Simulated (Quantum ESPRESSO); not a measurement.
Here is a Quantum ESPRESSO 7.5 calculation.

File pw.in:

```
&CONTROL
  calculation = 'scf'
  prefix = 'pwscf'
  outdir = './tmp'
  pseudo_dir = './pseudo'
  tprnfor = .true.
  tstress = .true.
  disk_io = 'low'
/
&SYSTEM
  ibrav = 0
  nat = 2
  ntyp = 1
  ecutwfc = 36
  ecutrho = 216
  nbnd = 22
  input_dft = 'rpbe'
  occupations = 'smearing'
  smearing = 'fd'
  degauss = 0.00367493
  vdw_corr = 'grimme-d3'
  dftd3_version = 3
/
&ELECTRONS
  conv_thr = 4d-10
  electron_maxstep = 120
  mixing_beta = 0.5
/
ATOMIC_SPECIES
Bi   208.9804 Bi.GGA_PBE-JTH.UPF
CELL_PARAMETERS angstrom
   2.2675000000    1.3091417354    3.9380000000
  -2.2675000000    1.3091417354    3.9380000000
   0.0000000000   -2.6182834708    3.9380000000
ATOMIC_POSITIONS crystal
Bi     0.7660000000    0.7660000000    0.7660000000
Bi     0.2340000000    0.2340000000    0.2340000000
K_POINTS automatic
7 7 7 0 0 0
```

File bands.in:

```
&CONTROL
  calculation = 'bands'
  prefix = 'pwscf'
  outdir = './tmp'
  pseudo_dir = './pseudo'
  disk_io = 'low'
  verbosity = 'high'
/
&SYSTEM
  ibrav = 0
  nat = 2
  ntyp = 1
  ecutwfc = 36
  ecutrho = 216
  nbnd = 22
  input_dft = 'rpbe'
  occupations = 'smearing'
  smearing = 'fd'
  degauss = 0.00367493
  vdw_corr = 'grimme-d3'
  dftd3_version = 3
/
&ELECTRONS
  conv_thr = 1d-08
  electron_maxstep = 120
  mixing_beta = 0.5
  diago_full_acc = .true.
/
ATOMIC_SPECIES
Bi   208.9804 Bi.GGA_PBE-JTH.UPF
CELL_PARAMETERS angstrom
   2.2675000000    1.3091417354    3.9380000000
  -2.2675000000    1.3091417354    3.9380000000
   0.0000000000   -2.6182834708    3.9380000000
ATOMIC_POSITIONS crystal
Bi     0.7660000000    0.7660000000    0.7660000000
Bi     0.2340000000    0.2340000000    0.2340000000
K_POINTS crystal
60
 0.0000000000  0.0000000000  0.0000000000 1
 0.0625000000  0.0000000000  0.0000000000 1
 0.1250000000  0.0000000000  0.0000000000 1
 0.1875000000  0.0000000000  0.0000000000 1
 0.2500000000  0.0000000000  0.0000000000 1
 0.3125000000  0.0000000000  0.0000000000 1
 0.3750000000  0.0000000000  0.0000000000 1
 0.4375000000  0.0000000000  0.0000000000 1
 0.5000000000  0.0000000000  0.0000000000 1
 0.5000000000  0.0400572416 -0.0400572416 1
 0.5000000000  0.0801144832 -0.0801144832 1
 0.5000000000  0.1201717248 -0.1201717248 1
 0.5000000000  0.1602289664 -0.1602289664 1
 0.5000000000  0.2002862080 -0.2002862080 1
 0.5000000000  0.2403434496 -0.2403434496 1
 0.7596565504  0.5000000000  0.2403434496 1
 0.7163804587  0.5000000000  0.2836195413 1
 0.6731043670  0.5000000000  0.3268956330 1
 0.6298282752  0.5000000000  0.3701717248 1
 0.5865521835  0.5000000000  0.4134478165 1
 0.5432760917  0.5000000000  0.4567239083 1
 0.5000000000  0.5000000000  0.5000000000 1
 0.4285714286  0.4285714286  0.4285714286 1
 0.3571428571  0.3571428571  0.3571428571 1
 0.2857142857  0.2857142857  0.2857142857 1
 0.2142857143  0.2142857143  0.2142857143 1
 0.1428571429  0.1428571429  0.1428571429 1
 0.0714285714  0.0714285714  0.0714285714 1
 0.0000000000  0.0000000000  0.0000000000 1
 0.0370171725  0.0000000000 -0.0370171725 1
 0.0740343450  0.0000000000 -0.0740343450 1
 0.1110515174  0.0000000000 -0.1110515174 1
 0.1480686899  0.0000000000 -0.1480686899 1
 0.1850858624  0.0000000000 -0.1850858624 1
 0.2221030349  0.0000000000 -0.2221030349 1
 0.2591202073  0.0000000000 -0.2591202073 1
 0.2961373798  0.0000000000 -0.2961373798 1
 0.3331545523  0.0000000000 -0.3331545523 1
 0.3701717248  0.0000000000 -0.3701717248 1
 0.6298282752  0.3701717248  0.0000000000 1
 0.5865521835  0.4134478165  0.0000000000 1
 0.5432760917  0.4567239083  0.0000000000 1
 0.5000000000  0.5000000000  0.0000000000 1
 0.5432760917  0.5432760917  0.0801144832 1
 0.5865521835  0.5865521835  0.1602289664 1
 0.6298282752  0.6298282752  0.2403434496 1
 0.6112813788  0.6112813788  0.2774372425 1
 0.5927344823  0.5927344823  0.3145310354 1
 0.5741875858  0.5741875858  0.3516248283 1
 0.5556406894  0.5556406894  0.3887186212 1
 0.5370937929  0.5370937929  0.4258124142 1
 0.5185468965  0.5185468965  0.4629062071 1
 0.5000000000  0.5000000000  0.5000000000 1
 0.5000000000  0.0000000000  0.0000000000 1
 0.5432760917  0.0616952875  0.0616952875 1
 0.5865521835  0.1233905749  0.1233905749 1
 0.6298282752  0.1850858624  0.1850858624 1
 0.6731043670  0.2467811499  0.2467811499 1
 0.7163804587  0.3084764373  0.3084764373 1
 0.7596565504  0.3701717248  0.3701717248 1
```

Potentials or basis: JTH 2.0 PBE.

The run is started by

```sh
$ OMP_NUM_THREADS=1 pw.x -in pw.in > pw.out
$ OMP_NUM_THREADS=1 pw.x -in bands.in > bands.out
```

**Question.** What does it give for the largest force?

**Answer.** 0.159 eV/Å.

**Question.** What does it give for the band gap along the path?

**Answer.** None (metal or under the smearing width).

Levels at the corners of the path, in eV from the Fermi level:
| point | band 13 | band 14 | band 15 | band 16 | band 17 | band 18 |
| --- | --- | --- | --- | --- | --- | --- |
| Γ | -1.40 | -1.15 | -1.15 | 2.59 | 3.06 | 3.06 |
| L | -1.25 | -1.11 | -0.17 | -0.16 | 0.64 | 1.12 |
| B1 | -4.02 | -3.93 | -0.34 | 0.88 | 5.10 | 5.11 |
| B | -4.02 | -3.93 | -0.34 | 0.88 | 5.10 | 5.11 |
| Z | -0.84 | -0.53 | -0.53 | 0.77 | 0.77 | 0.84 |
| Γ | -1.40 | -1.15 | -1.15 | 2.59 | 3.06 | 3.06 |
| X | -4.31 | -2.41 | -2.39 | 3.09 | 3.19 | 4.84 |
| Q | -4.31 | -2.41 | -2.39 | 3.09 | 3.19 | 4.84 |
| F | -4.62 | -2.95 | -2.84 | 2.47 | 5.06 | 5.56 |
| P1 | -4.37 | -2.39 | -2.30 | 2.86 | 3.61 | 4.75 |
| Z | -0.84 | -0.53 | -0.53 | 0.77 | 0.77 | 0.84 |
| L | -1.25 | -1.11 | -0.17 | -0.16 | 0.64 | 1.12 |
| P | -4.37 | -2.39 | -2.30 | 2.86 | 3.61 | 4.75 |

Caveat: the potentials were made for another functional, which shifts forces and pressure; some levels on the path didn't converge; spin-orbit coupling is left out, which moves the levels of the heavy elements.
